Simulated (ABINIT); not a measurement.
Here is an ABINIT 10.8.3 (patched build) calculation.

Contents of run.abi:

```
# Datasets: ground state, then fixed potential
ndtset 2

# Pseudopotentials
pp_dirpath "./"
pseudos "As.GGA_PBE-JTH.xml, Ga.GGA_PBE-JTH.xml"

# Structure
acell 7.55468967 7.55468967 7.55468967
rprim
     0.0000000000     0.7071067812     0.7071067812
     0.7071067812     0.0000000000     0.7071067812
     0.7071067812     0.7071067812     0.0000000000
ntypat 2
znucl 33 31
natom 2
typat 1 2
xred
     0.7500000000     0.7500000000     0.7500000000
     0.0000000000     0.0000000000     0.0000000000

# Plane-wave basis
ecut 17.0
pawecutdg 34.0

# Exchange and correlation
ixc -120135

# Bands and occupations
occopt 3
tsmear 0.00183747

# SCF cycle
nstep 100

# Output
iomode 3
prtwf 0
prteig 0
prtebands 0
enunit 2
prtden1 1

# Dataset 1
kptopt1 1
ngkpt1 8 8 8
nshiftk1 1
shiftk1 0.0 0.0 0.0
nband1 18
tolvrs1 1.0e-9

# Dataset 2: bands along G-X-W-K-G-L-U-W-L-K
iscf2 -2
getden2 1
nband2 22
nbdbuf2 2
tolwfr2 1.0e-12
kptopt2 -9
ndivsm2 5
prteig2 1
prtvol2 -3
kptbounds2
     0.0000000000     0.0000000000     0.0000000000
     0.5000000000     0.0000000000     0.5000000000
     0.5000000000     0.2500000000     0.7500000000
     0.3750000000     0.3750000000     0.7500000000
     0.0000000000     0.0000000000     0.0000000000
     0.5000000000     0.5000000000     0.5000000000
     0.6250000000     0.2500000000     0.6250000000
     0.5000000000     0.2500000000     0.7500000000
     0.5000000000     0.5000000000     0.5000000000
     0.3750000000     0.3750000000     0.7500000000
```

Potentials or basis: JTH PAW PBE v2.0.

Command:

```bash
$ abinit run.abi > log 2>&1
```

(1) Estimate the band gap along the path.

(2) Predict the band gap on the k mesh.

(3) What does it give for the pressure?

Results:

(1) 0.50 eV, direct.

(2) 0.50 eV, direct.

(3) 0.5 GPa.

Caveat: the PAW data sets were made with another functional, which shifts forces and pressure a little.

**Measured values to compare with.**

From “Evidence of valence band perturbations in GaAsN/GaAs(001): A combined variable-angle spectroscopic ellipsometry and modulated photoreflectance investigation”, 2008, arxiv:0805.2212, for a bulk crystal of GaAs at 300 K: band gap 1.412 ± 0.01 eV (direct).

Measured gap of GaAs: 1.412 eV (direct; 300 K; “Evidence of valence band perturbations in GaAsN/GaAs(001): A combined variable-angle spectroscopic ellipsometry and modulated photoreflectance investigation”, 2008, arxiv:0805.2212). This calculation gives 0.50 eV (-0.91 eV). 3 values of this kind are on record (1.412 to 1.51 eV); this one was drawn at random among those near their median, those with a stated uncertainty first. Spin-orbit coupling on As, Ga is left out. The value is that of AM05, without temperature or zero-point motion. Semilocal functionals fall short of measured gaps as a rule.
